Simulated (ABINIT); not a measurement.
**AlAs (F-43m): G0W0 in ABINIT against the k mesh**

Wanted: the cheapest k mesh that holds the gap of AlAs (F-43m).

Program: ABINIT 10.8.3. Level of theory: LDA and many-body steps on it, plane waves. Results are calculated unless marked as measured.

### 1. Starting point

The structure is cubic, space group F-43m (No. 216). The conventional cell has a = 5.661 Å, b = 5.661 Å, c = 5.661 Å, α = 90.00°, β = 90.00°, γ = 90.00°. Nearest to Al lie 4 As at 2.45 Å. As has 4 Al at 2.45 Å nearest. Farther neighbours are not listed.

As a file:

```cif
data_structure
_symmetry_space_group_name_H-M 'F-43m'
_symmetry_Int_Tables_number 216
_cell_length_a 5.6608
_cell_length_b 5.6608
_cell_length_c 5.6608
_cell_angle_alpha 90.000
_cell_angle_beta 90.000
_cell_angle_gamma 90.000
_cell_volume 181.40
loop_
_atom_site_label
_atom_site_type_symbol
_atom_site_symmetry_multiplicity
_atom_site_Wyckoff_symbol
_atom_site_fract_x
_atom_site_fract_y
_atom_site_fract_z
_atom_site_occupancy
Al1 Al 4 a 0.00000 0.00000 0.00000 1
As1 As 4 d 0.25000 0.25000 0.75000 1
```

The cell and positions come from the Crystallography Open Database and are kept as given unless a step says otherwise.

### 2. Empty states on the mesh, 4×4×4 mesh, 90 bands

This step: ABINIT 10.8.3; DFT, LDA, plane waves, norm-conserving pseudopotentials.

The sums over transitions need many empty states on a uniform mesh; this step solves for them.

run.abi reads:

```
acell 3*1.0 Angstrom
rprim 
  0.000000000000 2.830400000000 2.830400000000
  2.830400000000 0.000000000000 2.830400000000
  2.830400000000 2.830400000000 -0.000000000000
ntypat 2
znucl 13 33
natom 2
typat 1 2
xred 
  0.000000000000 0.000000000000 0.000000000000
  0.250000000000 0.250000000000 0.250000000000
pp_dirpath "pseudos"
pseudos "Al.upf, As.upf"
ecut 34
ngkpt 4 4 4
nshiftk 1
shiftk 0 0 0
kptopt 1
chksymbreak 0
irdden 1
istwfk *1
nband 90
prtvol 0
optdriver 6
gwr_task "HDIAGO"
paral_kgb 0
occopt 1
indata_prefix "in"
outdata_prefix "out"
tmpdata_prefix "tmp"
```

Launch:

```console
> OMP_NUM_THREADS=1 mpirun -n 4 abinit run.abi > log
```

Numbers of over 12 decimals in the logs are rounded to 6 here.

The log of the run:

```text
.Version 10.8.3 of ABINIT. v10.8.2 released Aug 2026.

 Symmetries : space group F-4 3 m (#216); Bravais cF (face-center cubic)
[... echo of the input left out ...]
== DATASET  1 ==================================================================
-   mpi_nproc: 4, omp_nthreads: 1 (-1 if OMP is not activated)

--- !DatasetInfo
iteration_state: {dtset: 1, }
dimensions: {natom: 2, nkpt: 8, mband: 90, nsppol: 1, nspinor: 1, nspden: 1, mpw: 2914, }
cutoff_energies: {ecut:  34.0, pawecutdg:  -1.0, }
[...]
Indirect band gap semiconductor
 Fundamental gap:     1.351 (eV)
   VBM:     3.709 (eV) at k: [ 0.0000E+00,  0.0000E+00,  0.0000E+00]
   CBM:     5.060 (eV) at k: [ 5.0000E-01,  5.0000E-01,  0.0000E+00]
 Direct gap:         1.835 (eV) at k: [ 0.0000E+00,  0.0000E+00,  0.0000E+00]

== END DATASET(S) ==============================================================
================================================================================

 -outvars: echo values of variables after computation  --------
           etotal      0.0000000000E+00
            nband          90
             nkpt           8
          spgroup         216
 [... the other variables as echoed above ...]

 Calculation completed.
```

Wall time 40 s (4 MPI ranks of Arm Neoverse V1, shared host); peak memory 2 GiB; 2.7 min of CPU time.

Numbers from this step:

| Quantity | Value |
| --- | --- |
| gap | 1.351 eV |
| k of the valence top | 0, 0, 0 |
| k of the conduction bottom | 0.5, 0.5, 0 |
| least direct gap | 1.835 eV |
| k points computed | 8 |
| lowest point of the top converged band, above the valence top | 70.1548 eV |

On this mesh the gap is 1.351 eV.

The density comes from a self-consistent run that is not shown.

### 3. Empty states on the mesh, 2×2×2 mesh, 31 bands

Changes to run.abi since step 2:

```diff
@@ -15,3 +15,3 @@
 ecut 34
-ngkpt 4 4 4
+ngkpt 2 2 2
 nshiftk 1
@@ -20,10 +20,10 @@
 chksymbreak 0
+iscf -2
 irdden 1
 istwfk *1
-nband 90
+nband 31
+nbdbuf 4
+tolwfr 1e-09
+nstep 60
 prtvol 0
-optdriver 6
-gwr_task "HDIAGO"
-paral_kgb 0
-occopt 1
 indata_prefix "in"
```

The log of the run:

```text
.Version 10.8.3 of ABINIT. v10.8.2 released Aug 2026.

 Symmetries : space group F-4 3 m (#216); Bravais cF (face-center cubic)
[... echo of the input left out ...]
== DATASET  1 ==================================================================
-   mpi_nproc: 4, omp_nthreads: 1 (-1 if OMP is not activated)
-    --> not optimal distribution: autoparal keyword recommended in input file <--

--- !DatasetInfo
iteration_state: {dtset: 1, }
dimensions: {natom: 2, nkpt: 3, mband: 31, nsppol: 1, nspinor: 1, nspden: 1, mpw: 2914, }
cutoff_energies: {ecut:  34.0, pawecutdg:  -1.0, }
[...]
0.13630    0.20372    0.29299    0.29299    0.29299    0.45370    0.47043    0.47043
   0.55365    0.55365    0.55365    0.67473    1.00268    1.00268    1.00268    1.07847
   1.07847    1.08481    1.08481    1.08481    1.15177    1.15177    1.15177
 prteigrs : prtvol=0 or 1, do not print more k-points.

== END DATASET(S) ==============================================================
================================================================================

 -outvars: echo values of variables after computation  --------
            nband          31
             nkpt           3
          spgroup         216
 [... the other variables as echoed above ...]

 Calculation completed.
```

The job ended after 4 s (4 MPI ranks; peak memory 0.23 GiB; 16 s of CPU time).

This step gave:

```yaml
gap: 1.351 eV
k_of_the_valence_top: 0, 0, 0
k_of_the_conduction_bottom: 0.5, 0.5, 0
least_direct_gap: 1.835 eV
k_points_computed: 3
lowest_point_of_the_top_converged_band_above_the_valence_top: 21.50 eV
```

On this mesh the gap is 1.351 eV.

### 4. Empty states on the mesh, 6×6×6 mesh, 31 bands

Changes to run.abi since step 3:

```diff
@@ -15,3 +15,3 @@
 ecut 34
-ngkpt 2 2 2
+ngkpt 6 6 6
 nshiftk 1
```

The log of the run:

```text
.Version 10.8.3 of ABINIT. v10.8.2 released Aug 2026.

 Symmetries : space group F-4 3 m (#216); Bravais cF (face-center cubic)
[... echo of the input left out ...]
== DATASET  1 ==================================================================
-   mpi_nproc: 4, omp_nthreads: 1 (-1 if OMP is not activated)

--- !DatasetInfo
iteration_state: {dtset: 1, }
dimensions: {natom: 2, nkpt: 16, mband: 31, nsppol: 1, nspinor: 1, nspden: 1, mpw: 2914, }
cutoff_energies: {ecut:  34.0, pawecutdg:  -1.0, }
[...]
0.13630    0.20372    0.29299    0.29299    0.29299    0.45370    0.47043    0.47043
   0.55365    0.55365    0.55365    0.67473    1.00268    1.00268    1.00268    1.07847
   1.07847    1.08481    1.08481    1.08481    1.15177    1.15177    1.15177
 prteigrs : prtvol=0 or 1, do not print more k-points.

== END DATASET(S) ==============================================================
================================================================================

 -outvars: echo values of variables after computation  --------
            nband          31
             nkpt          16
          spgroup         216
 [... the other variables as echoed above ...]

 Calculation completed.
```

It took 9.3 s on 4 MPI ranks; peak memory 0.25 GiB; 37 s of CPU time.

This step gave:

| Property | Result |
| --- | --- |
| gap | 1.351 eV |
| k of the valence top | 0, 0, 0 |
| k of the conduction bottom | 0.5, 0.5, 0 |
| least direct gap | 1.835 eV |
| k points computed | 16 |
| lowest point of the top converged band, above the valence top | 21.50 eV |

On this mesh the gap is 1.351 eV.

### 5. Screening, 2×2×2 mesh, 27 bands, screening to 106.1 eV

The RPA dielectric matrix is built and inverted for each q.

This step: RPA screening on LDA, plane waves, norm-conserving pseudopotentials.

Changes to run.abi since step 4:

```diff
@@ -15,3 +15,3 @@
 ecut 34
-ngkpt 6 6 6
+ngkpt 2 2 2
 nshiftk 1
@@ -20,10 +20,11 @@
 chksymbreak 0
-iscf -2
-irdden 1
 istwfk *1
-nband 31
-nbdbuf 4
-tolwfr 1e-09
-nstep 60
-prtvol 0
+occopt 1
+irdwfk 1
+optdriver 3
+nband 27
+ecuteps 3.9
+inclvkb 2
+awtr 1
+symchi 1
 indata_prefix "in"
```

The log of the run:

```text
.Version 10.8.3 of ABINIT. v10.8.2 released Aug 2026.

 Symmetries : space group F-4 3 m (#216); Bravais cF (face-center cubic)
[... echo of the input left out ...]
== DATASET  1 ==================================================================
-   mpi_nproc: 4, omp_nthreads: 1 (-1 if OMP is not activated)

--- !DatasetInfo
iteration_state: {dtset: 1, }
dimensions: {natom: 2, nkpt: 3, mband: 27, nsppol: 1, nspinor: 1, nspden: 1, mpw: 2914, }
cutoff_energies: {ecut:  34.0, pawecutdg:  -1.0, }
electrons: {nelect:   1.80000000E+01, charge:   0.00000000E+00, occopt:   1.00000000E+00, tsmear:   1.00000000E-02, }

 SCREENING: Calculation of the susceptibility and dielectric matrices

 Based on a program developped by R.W. Godby, V. Olevano, G. Onida, and L. Reining.
 Incorporated in ABINIT by V. Olevano, G.-M. Rignanese, and M. Torrent.
.Using double precision arithmetic ; gwpc =  8

[... cell and pseudopotentials left out ...]
--------------------------------------------------------------------------------

 ==== K-mesh for the wavefunctions ====
 Number of points in the irreducible wedge :     3
[... list of points left out ...]
 Together with 24 symmetry operations and time-reversal symmetry
 yields     8 points in the full Brillouin Zone.

 ==== Q-mesh for the screening function ====
 Number of points in the irreducible wedge :     3
[... list of points left out ...]
 Together with 24 symmetry operations and time-reversal symmetry
 yields     8 points in the full Brillouin Zone.

 setmesh: FFT mesh size selected  =    27x   27x   27
          total number of points  =        19683

 vcoul_init : cutoff-mode = AUXILIARY_FUNCTION
 q-points for optical limit:   1
     1)      0.000010    0.000020    0.000030

- screening: taking advantage of time-reversal symmetry
- Maximum band index for partially occupied states nbvw = 9
- Remaining bands to be divided among processors   nbcw = 18
- Number of bands treated by each node ~4

 Number of electrons calculated from density =   18.0000; Expected =   18.0000
 average of density, n =  0.058817
 r_s =    1.5952
 omega_plasma =   23.3941 [eV]

 calculating chi0 at frequencies [eV] :
  1    0.000000E+00    0.000000E+00
  2    0.000000E+00    2.339413E+01

--------------------------------------------------------------------------------
  q-point number  1        q = ( 0.000000, 0.000000, 0.000000) [r.l.u.]
--------------------------------------------------------------------------------
[... chi0 elements left out ...]
 For q-point:  0.000010 0.000020 0.000030
  dielectric constant =  42.5458
  dielectric constant without local fields =  51.0340

  Average fulfillment of the sum rule on Im[epsilon] for q-point    1 :     24.19  [%]
[... wings left out ...]
  q-point number  2        q = ( 0.500000, 0.000000, 0.000000) [r.l.u.]
--------------------------------------------------------------------------------
[... chi0 elements left out ...]
  Average fulfillment of the sum rule on Im[epsilon] for q-point    2 :     35.32  [%]

 [... 1 further q-points ...]
```

The job ended after 2.6 s (4 MPI ranks; peak memory 0.09 GiB).

Numbers from this step:

| Item | Value |
| --- | --- |
| ε∞ with local fields, on this mesh, along the program's q direction | 42.55 |
| the same without local fields | 51.03 |
| plasma frequency | 23.39 eV |
| plane waves in the screening matrix | 113 |

Local fields lower ε∞ by 17 %. On a Γ-centred mesh this coarse the value itself is usually too large, while a short band sum pulls it down.

### 6. 2×2×2

This step: G0W0 on LDA, plane waves, norm-conserving pseudopotentials.

Changes to run.abi since step 5:

```diff
@@ -23,8 +23,17 @@
 irdwfk 1
-optdriver 3
+optdriver 4
 nband 27
+gwcalctyp 0
+ecutsigx 34
+symsigma 1
+nkptgw 2
+kptgw 
+  0.0000000000 0.0000000000 0.0000000000
+  0.5000000000 0.5000000000 0.0000000000
+bdgw 
+  7 13
+  8 11
 ecuteps 3.9
-inclvkb 2
-awtr 1
-symchi 1
+irdscr 1
+ppmodel 1
 indata_prefix "in"
```

The log of the run:

```text
.Version 10.8.3 of ABINIT. v10.8.2 released Aug 2026.

 Symmetries : space group F-4 3 m (#216); Bravais cF (face-center cubic)
[... echo of the input left out ...]
== DATASET  1 ==================================================================
-   mpi_nproc: 4, omp_nthreads: 1 (-1 if OMP is not activated)

--- !DatasetInfo
iteration_state: {dtset: 1, }
dimensions: {natom: 2, nkpt: 3, mband: 27, nsppol: 1, nspinor: 1, nspden: 1, mpw: 2914, }
cutoff_energies: {ecut:  34.0, pawecutdg:  -1.0, }
electrons: {nelect:   1.80000000E+01, charge:   0.00000000E+00, occopt:   1.00000000E+00, tsmear:   1.00000000E-02, }

 SIGMA: Calculation of the GW corrections

 Based on a program developped by R.W. Godby, V. Olevano, G. Onida, and L. Reining.
 Incorporated in ABINIT by V. Olevano, G.-M. Rignanese, and M. Torrent.
.Using double precision arithmetic ; gwpc =  8

[... cell and pseudopotentials left out ...]
--------------------------------------------------------------------------------

 ==== K-mesh for the wavefunctions ====
 Number of points in the irreducible wedge :     3
[... list of points left out ...]
 Together with 24 symmetry operations and time-reversal symmetry
 yields     8 points in the full Brillouin Zone.

 ==== Q-mesh for screening function ====
 Number of points in the irreducible wedge :     3
[... list of points left out ...]
 Together with 24 symmetry operations and time-reversal symmetry
 yields     8 points in the full Brillouin Zone.

 vcoul_init : cutoff-mode = AUXILIARY_FUNCTION
 q-points for optical limit:   1
     1)      0.000010    0.000020    0.000030
 setmesh: FFT mesh size selected  =    40x   40x   40
          total number of points  =        64000

 Number of electrons calculated from density =   18.0000; Expected =   18.0000
 average of density, n =  0.058817
 r_s =    1.5952
 omega_plasma =   23.3941 [eV]

 === KS Band Gaps ===
  >>>> For spin  1
   Minimum direct gap =   1.8347 [eV], located at k-point      :   0.0000  0.0000  0.0000
   Fundamental gap    =   1.3509 [eV], Top of valence bands at :   0.0000  0.0000  0.0000
                                       Bottom of conduction at :   0.5000  0.5000  0.0000
 SIGMA fundamental parameters:
 PLASMON POLE MODEL  1
 number of plane-waves for SigmaX                 2891
 number of plane-waves for SigmaC and W            113
 number of plane-waves for wavefunctions          2891
 number of bands                                    27
 number of independent spin polarizations            1
 number of spinorial components                      1
 number of k-points in IBZ                           3
 number of q-points in IBZ                           3
 number of symmetry operations                      24
 number of k-points in BZ                            8
 number of q-points in BZ                            8
 number of frequencies for dSigma/dE                 9
 frequency step for dSigma/dE [eV]                0.25
 number of omega for Sigma on real axis              0
 max omega for Sigma on real axis  [eV]           0.00
 zcut for avoiding poles [eV]                     0.10

 EPSILON^-1 parameters (SCR file):
 dimension of the eps^-1 matrix on file            113
 dimension of the eps^-1 matrix used               113
 number of plane-waves for wavefunctions          2891
 number of bands                                    27
 number of q-points in IBZ                           3
 number of frequencies                               2
 number of real frequencies                          1
 number of imag frequencies                          1

 matrix elements of self-energy operator (all in [eV])

 Perturbative Calculation

--- !SelfEnergy_ee
iteration_state: {dtset: 1, }
kpoint     : [   0.000,    0.000,    0.000, ]
spin       : 1
KS_gap     :    1.835
QP_gap     :    2.946
Delta_QP_KS:    1.112
data: !SigmaeeData |
     Band     E0 <VxcDFT>   SigX SigC(E0)      Z dSigC/dE  Sig(E)    E-E0       E
        7   3.709 -12.865 -15.683   2.823   0.809  -0.236 -12.861   0.004   3.713
        8   3.709 -12.865 -15.683   2.823   0.809  -0.236 -12.861   0.004   3.713
        9   3.709 -12.865 -15.683   2.823   0.809  -0.236 -12.861   0.004   3.713
       10   5.544 -11.719  -6.623  -3.720   0.811  -0.233 -10.603   1.116   6.659
       11   7.973  -9.380  -4.299  -3.797   0.807  -0.240  -8.345   1.035   9.008
       12   7.973  -9.380  -4.299  -3.797   0.807  -0.240  -8.345   1.035   9.008
       13   7.973  -9.380  -4.299  -3.797   0.807  -0.240  -8.345   1.035   9.008

--- !SelfEnergy_ee
iteration_state: {dtset: 1, }
kpoint     : [   0.500,    0.500,    0.000, ]
spin       : 1
KS_gap     :    3.523
QP_gap     :    4.468
Delta_QP_KS:    0.945
data: !SigmaeeData |
     Band     E0 <VxcDFT>   SigX SigC(E0)      Z dSigC/dE  Sig(E)    E-E0       E
        8   1.536 -11.463 -14.387   2.739   0.799  -0.252 -11.611  -0.148   1.388
        9   1.536 -11.463 -14.387   2.739   0.799  -0.252 -11.611  -0.148   1.388
       10   5.060  -8.320  -3.716  -3.637   0.824  -0.214  -7.523   0.797   5.857
       11   5.922  -9.016  -4.311  -3.509   0.823  -0.216  -8.032   0.984   6.906

== END DATASET(S) ==============================================================
================================================================================

 -outvars: echo values of variables after computation  --------
           etotal      0.0000000000E+00
            nband          27
             nkpt           3
          spgroup         216
 [... the other variables as echoed above ...]

 Calculation completed.
```

The job ended after 2.7 s (4 MPI ranks; peak memory 0.1 GiB; 11 s of CPU time).

Numbers from this step:

| Quantity | Value |
| --- | --- |
| G0W0 gap on the points computed | 2.144 eV |
| starting gap on the mesh | 1.351 eV |
| k of the valence top | 0, 0, 0 |
| k of the conduction bottom | 0.5, 0.5, 0 |
| Z at the valence top | 0.809 |
| Z at the conduction bottom | 0.824 |
| least direct G0W0 gap on the computed points | 2.946 eV |

(Continued in part 2 of 2.)

[Paths, hosts, dates, memory and timing lines, banners, echoed tables and standing remarks are left out of the program output.]

[Logs are printed without paths, hosts, clocks, repeated set-up lines and the standing remarks that a program may print on its own settings, such as how far it seeks lower states.]

[Runs of the session that timed out or met a known fault of the program may be left out.]

[Hosts, paths, dates, database ids (printed as entryN), source tags and the programs' standing remarks are cut or masked in the printed files.]

[G0W0 gaps are taken among the corrected bands and points alone; a level outside them can change the order at an edge.]

[Where Ansatz stands beside ABINIT at settings called matched, ABINIT's density can come from a denser mesh and the files from another edition; pairs whose starting gaps differed by over 0.03 eV were left out, so agreement reads better than it is.]
